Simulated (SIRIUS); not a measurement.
# Pb under changes of volume

One of the cells (29.900 Å³/atom); the others are scaled copies at fixed shape and fractional positions:

```
Pb
1.0
     3.50305    0.00000    0.00000
    -1.75152    3.03373    0.00000
     0.00000    0.00000    5.62702
Pb
2
Cartesian
  1.7515 1.0112 4.2203
  0.0000 2.0225 1.4068
```

This isn't the form of Pb at room conditions, which is fcc.

| Property | Result |
| --- | --- |
| Program | SIRIUS 7.12.0 |
| Functional | PBEsol |
| Potentials or basis | PseudoDojo 0.4.1 PBEsol standard (scalar relativistic) |
| Cutoff | 765 eV |
| Density cutoff | 3061 eV |
| k mesh | 9 × 9 × 5 |
| Occupations | fermi-dirac, width 0.05 eV |
| Spin | no spin polarisation |

```csv
volume (Å³/atom),energy over the lowest point (meV/atom),pressure (GPa)
27.555,32.85,4.8
28.141,17.91,3.4
28.727,7.85,2.2
29.900,0.00,0.2
30.486,1.16,-0.7
31.073,?,?
```

What does the run at 31.073 Å³/atom give?

Energy over the lowest point 5.15 meV/atom; pressure -1.4 GPa.

Worked out: A Birch-Murnaghan fit of order 3 (a polynomial in V^(-2/3)) to the other rows has its minimum at 29.97 Å³/atom with B0 = V·E''(V) = 44 GPa and B' = 6.2 at fixed shape and positions, which overstates the stiffness. It gives 5.14 meV/atom at 31.073 Å³/atom, against the run's 5.15, and -dE/dV = -1.4 GPa, against -1.4.

Energies are extrapolated to zero smearing.
